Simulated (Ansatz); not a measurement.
# FeGe: the cost of one run

Program: Ansatz 0.2.0. Level of theory: DFT PBE, scalar-relativistic, plane waves, PAW. These are calculated values, not measurements.

Spin polarisation is switched off on purpose; where the compound carries moments, volume, stiffness and gap are then not the real material's.

**1. The structure to begin with**

Symmetry: P6/mmm, No. 191, hexagonal system. The conventional cell has a = 4.994 Å, b = 4.994 Å, c = 3.916 Å, α = 90.00°, β = 90.00°, γ = 120.00°. Around Fe (site symmetry mmm) lie 6 Ge at 2.43 to 2.50 Å and 4 Fe at 2.50 Å. Ge (site symmetry 6/mmm) is surrounded by 6 Fe at 2.50 Å. Around Ge (site symmetry -6m2) lie 6 Fe at 2.43 Å.

As a file:

```xyz
6
Lattice="4.9939 0.0000 0.0000 -2.4970 4.3248 0.0000 0.0000 0.0000 3.9158" Properties=species:S:1:pos:R:3 pbc="T T T"
Fe    2.4970    0.0000    0.0000
Fe    1.2485    2.1624    0.0000
Fe   -1.2485    2.1624    0.0000
Ge    0.0000    0.0000    0.0000
Ge    0.0000    2.8832    1.9579
Ge    2.4970    1.4416    1.9579
```

An earlier run at PBE left this cell at 14.096 Å³/atom and 0.01 GPa (10×10×10 mesh).

Volume factors to run: 0.980, 1.020, 0.960, 1.040.

**2. At 0.980 of the relaxed volume**

File input.yaml:

```yaml
crystal:
  lattice:
    - [4.9603830343, 0.0, 0.0]
    - [-2.4801915171, 4.2958177202, 0.0]
    - [0.0, 0.0, 3.8895623351]
  atoms:
    - { symbol: Fe, position: [0.5, 0.0, 0.0] }
    - { symbol: Fe, position: [0.5, 0.5, 0.0] }
    - { symbol: Fe, position: [0.0, 0.5, 0.0] }
    - { symbol: Ge, position: [0.0, 0.0, 0.0] }
    - { symbol: Ge, position: [0.3333333333, 0.6666666667, 0.5] }
    - { symbol: Ge, position: [0.6666666667, 0.3333333333, 0.5] }
basis:
  ecutwfc: 420
  ecutrho_ratio: 4
kpoints:
  mp_grid: { grid: [10, 10, 10] }
hamiltonian:
  xc: pbe
scf:
  occupations: { method: gaussian, width: 0.05 }
output:
  forces: true
  stress: true
  eigenvalues: true
relax:
  f_tol: 0.01
  max_steps: 40
  cell: { stress_tol: 0.1, fix: [volume] }
```

Launch:

```
> ansatz run input.yaml --threads 2 --pin off --max-ram 5120MiB --backend cpu --events-out ev --progress --plain --runs-dir out
```

**Question.** How long does this run take on 2 threads of Arm Neoverse V1, shared host, and how much memory does it need?

About 26 s, with a peak of 0.58 GiB.
